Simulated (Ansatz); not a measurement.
# BaS: the band gap up the ladder of functionals

The task here is to estimate one member of a computed series from the others.

The runs shown are made with Ansatz 0.2.0. PAW datasets, plane waves. (Simulation; spin polarisation is off.)

### Starting point

The cell was relaxed beforehand with r2SCAN.

It is cubic, Fm-3m (No. 225); a = 6.424 Å in the conventional setting, 33.13 Å³ an atom. Ba has 6 S at 3.21 Å; S has 6 Ba at 3.21 Å.

The structure in full:

```
CELL_PARAMETERS angstrom
0.00000 3.21180 3.21180
3.21180 0.00000 3.21180
3.21180 3.21180 0.00000
ATOMIC_POSITIONS crystal
Ba 0.00000 0.00000 0.00000
S 0.50000 0.50000 0.50000
```

The first run:

Contents of input.yaml:

```yaml
crystal:
  lattice:
    - [0.0, 3.211795875, 3.211795875]
    - [3.211795875, 0.0, 3.211795875]
    - [3.211795875, 3.211795875, 0.0]
  atoms:
    - { symbol: Ba, position: [0.0, 0.0, 0.0] }
    - { symbol: S, position: [0.5, 0.5, 0.5] }
kpoints:
  mp_grid: { grid: [8, 8, 8] }
  band_path:
    path:
      - [[0.0, 0.0, 0.0], [0.5, 2.837581223899e-17, 0.5], [0.625, 0.25, 0.625]]
      - [[0.375, 0.375, 0.75], [0.0, 0.0, 0.0], [0.5, 0.5, 0.5], [0.5, 0.25, 0.75], [0.5, 2.837581223899e-17, 0.5]]
    npoints: 10
hamiltonian:
  xc: pbe
scf:
  occupations: { method: fermi_dirac, width: 0.02 }
  n_extra_bands: 4
output:
  forces: true
  stress: true
  eigenvalues: true
```

Command:

```sh
ansatz run input.yaml --threads 2 --pin off --max-ram 2211MiB --backend cpu --events-out ev --progress --plain --runs-dir out
```

Steps of the session up to this table: PBE band path; r2SCAN; HSE06; PBE+SOC; One-shot GW from PBE; PBE0 at the same geometry.

One of the session's tables, all rows but one given; the rest of the session is left out.

```
                     level  gap (eV)
                       PBE      2.23
                    r2SCAN      2.58
                     HSE06      3.14
                   PBE+SOC      2.19
G0W0@PBE (197 empty bands)      3.42
                      PBE0         ?
```

**Question.** Estimate the row for PBE0.

As computed: gap (eV): 3.83. In the column «gap (eV)» it is the highest.

Meshes: PBE 8×8×8, r2SCAN 8×8×8, HSE06 6×6×6, PBE+SOC 8×8×8, PBE0 6×6×6

In words: The gap runs from 2.19 eV (PBE+SOC) to 3.83 eV (PBE0). PBE reaches 65 % of the G0W0@PBE value, and r2SCAN 75 %. PBE0 lies 0.69 eV above HSE06, which differs from it by screening the long-range exchange. The G0W0 figures hold for the stated bands, cutoff and mesh and aren't extrapolated. The calculation is for fixed nuclei; the measurement holds lattice motion too.

Caveats from the session: Warnings in the runs' records: stress scf threshold loose, stress exchange threshold loose.
